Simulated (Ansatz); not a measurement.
An Ansatz run on a 10-atom cell of Al2O3 (Pnnm) from a materials database left the output below. The cell was relaxed beforehand with r2SCAN.

The cell:
```
Al O
1.0
     4.62746    0.00000    0.00000
     0.00000    9.60885    0.00000
     0.00000    0.00000    2.99560
Al O
4 6
Cartesian
  1.9195 3.1787 1.4978
  2.7080 6.4302 1.4978
  -0.3943 1.6257 0.0000
  5.0217 7.9831 0.0000
  3.3893 2.1384 1.4978
  0.0000 0.0000 0.0000
  3.5519 6.9428 0.0000
  1.0755 2.6660 0.0000
  1.2382 7.4705 1.4978
  2.3137 4.8044 1.4978
```

The log, with set-up remarks and timings taken out:
```
scf.n_extra_bands = 6 over 24 filled bands (N_el = 48.0): the run solves 30 bands
Pseudopotential: Al, paw, valence charge 3, recommended cutoff 420 eV
Pseudopotential: O, paw, valence charge 6, recommended cutoff 420 eV
Crystal: 10 atoms, lattice volume = 133.198 Å³
Basis set: ecut = 420 eV, 2589 PW (Γ)
Bands: 30, of which v1, the nominal top of the filled ones, is band 24 counted from 1 (23 counted from 0)
Symmetry: 8 space group operations
Space group: Pnnm (ITA 58)
k-points: 60 of 192
preconditioner: auto → Resta (q_TF=auto, 2.302 Å⁻¹)  ε∞=3.4  [insulator: Δε(μ)=3.571 eV  σ=0.020 eV  ℏωp=22.3 eV]
SCF 1 converged in 8 iterations: F = -5568.778618 eV  dr2 = 4.85e-9
SCF converged after 8 iterations
Free energy (F): -5568.778618 eV
Fermi energy:    5.079026 eV
--- Per-component energies (eV) ---
  E_band       = -178.074295
  E_kinetic    = 1171.451748
  E_local      = -3005.828824
  E_nonlocal   = 328.595999
  E_hartree    = 1125.768450
  E_xc         = -607.856250
  E_vxc        = -688.480731
  E_paw        = -2823.876559
  E_vpaw       = -235.366719
  E_ewald      = -1757.048431
--- Forces (eV/Å), atoms counted from 1 ---
  atom   1  Al    -0.03424    -0.00855      0.00000
  atom   2  Al      0.03424      0.00855      0.00000
  atom   3  Al    -0.03424      0.00855      0.00000
  atom   4  Al      0.03424    -0.00855      0.00000
  atom   5  O     -0.03680    -0.00604      0.00000
  atom   6  O       0.00000      0.00000      0.00000
  atom   7  O       0.03680    -0.00604      0.00000
  atom   8  O     -0.03680      0.00604      0.00000
  atom   9  O       0.03680      0.00604      0.00000
  atom  10  O       0.00000      0.00000      0.00000
--- Stress (GPa, compression-positive) ---
        3.806234       0.000000       0.000000
        0.000000       4.621051       0.000000
        0.000000       0.000000       4.373841
  P = ⅓ Tr σ = 4.2670 GPa (42.670 kbar)
--- Band table (eV; the first three rows and the last of 60) ---
  k-point 0: bands = […, 1.2482, 1.5236, 1.9574, 2.7169, 3.2129, 3.2737, 6.8288, 8.5524, 9.6935, 9.7986, …]
  k-point 1: bands = […, 1.2017, 1.4769, 2.0352, 2.7152, 2.8521, 2.9905, 7.4063, 8.9527, 9.9138, 10.2563, …]
  k-point 2: bands = […, 1.0889, 1.3204, 2.2037, 2.2142, 2.4034, 2.6895, 8.6614, 9.6831, 10.2232, 11.1955, …]
  k-point 59: bands = […, 1.1555, 1.1555, 1.6702, 1.6702, 2.4434, 2.4434, 10.4800, 10.4800, 11.5463, 11.5463, …]
```

Question: What input produced it? Give the YAML, leaving the band path aside.

Answer:
```yaml
crystal:
  # lattice and atoms as above
kpoints:
  mp_grid: { grid: [6, 4, 8] }
hamiltonian:
  xc: pbe
scf:
  occupations: { method: fermi_dirac, width: 0.02 }
  n_extra_bands: 6
output:
  forces: true
  stress: true
  eigenvalues: true
```
There is no exchange loop, so no exact exchange. The compression on the r2SCAN cell fits PBE, which tends to larger cells. A single point prints forces and stress when the output block asks for them. Close relatives of this functional can't be ruled out from these lines alone. Keys that only write grids to files are left aside. Keys that aren't typed take their defaults; thresholds and the kind of smearing can't be read off these lines.

Command: `ansatz run input.yaml --threads 4 --pin off --max-ram 6451MiB --backend cpu --events-out ev --progress --plain --runs-dir out`. It took 7.9 s on 4 threads of Arm Neoverse V2 (shared host), load about 0.6 per core; peak host memory 0.55 GiB.

Calculated for a static, non-magnetic cell.
